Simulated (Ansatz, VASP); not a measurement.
# Two plane-wave programs on MoS

```xyz
2
Lattice="3.0056 0.0000 0.0000 0.0000 3.0056 0.0000 0.0000 0.0000 3.0056" Properties=species:S:1:pos:R:3 pbc="T T T"
Mo    0.0000    0.0000    0.0000
S     1.5028    1.5028    1.5028
```

Alike in both runs: functional PBE; k mesh 14 × 14 × 14; occupations gaussian, width 0.1 eV; no spin polarisation.

Ansatz relaxed the structure, and its values are those at the end. VASP's run is a single point on that final structure, the one shown.

```csv
,VASP,Ansatz
version,VASP 6.6.1,Ansatz 0.2.0
potentials or method,"VASP PAW PBE potentials, release 64 (Mo_sv, S)","scalar-relativistic, plane waves, PAW"
plane-wave cutoff (eV),520,420
valence electrons in the cell,20,20
```

|  | VASP | Ansatz | Ansatz less VASP |
| --- | --- | --- | --- |
| gap on the k mesh at the Fermi level (eV) | none | none | - |
| pressure (GPa) | 0.2 | 0.0 | -0.18 |

A gap of «none» marks a metal or a gap that the smearing closes.
